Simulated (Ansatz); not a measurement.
# NiSi2 and the effect of the functional

Symmetry: Fm-3m, No. 225, cubic system. Conventional cell: a = 5.406 Å, b = 5.406 Å, c = 5.406 Å, α = 90.00°, β = 90.00°, γ = 90.00°. Around Ni (site symmetry m-3m) lie 8 Si at 2.34 Å. Si (site symmetry -43m) has 4 Ni at 2.34 Å as nearest neighbours.

Kept alike: task band structure; k mesh 9 × 9 × 9; occupations fermi-dirac, width 0.05 eV; collinear spin, ferromagnetic start. Program: Ansatz, Ansatz PAW. Cutoffs run from 420 to 500 eV. The mesh is that of the run's cell of 3 atoms. No spin-orbit coupling.

| functional | pressure (GPa) |
| --- | --- |
| LDA | -4.32 |
| PBE | 3.82 |
| PBEsol | -0.90 |
| r2SCAN | -1.52 |

Pressure is positive in compression, with a Pulay correction for the finite cutoff. For a metal such a mesh leaves the last digits unconverged. The moments vanished: the runs ended non-magnetic. All rows use potentials made for PBE.

**Question.** What does the functional change here?

**Answer.** The pressure runs from -4.32 (LDA) to 3.82 GPa (PBE). From PBE: LDA -8.14; PBEsol -4.72; r2SCAN -5.34. A positive pressure means that the functional's own cell is larger than the one given, a negative one that it is smaller.
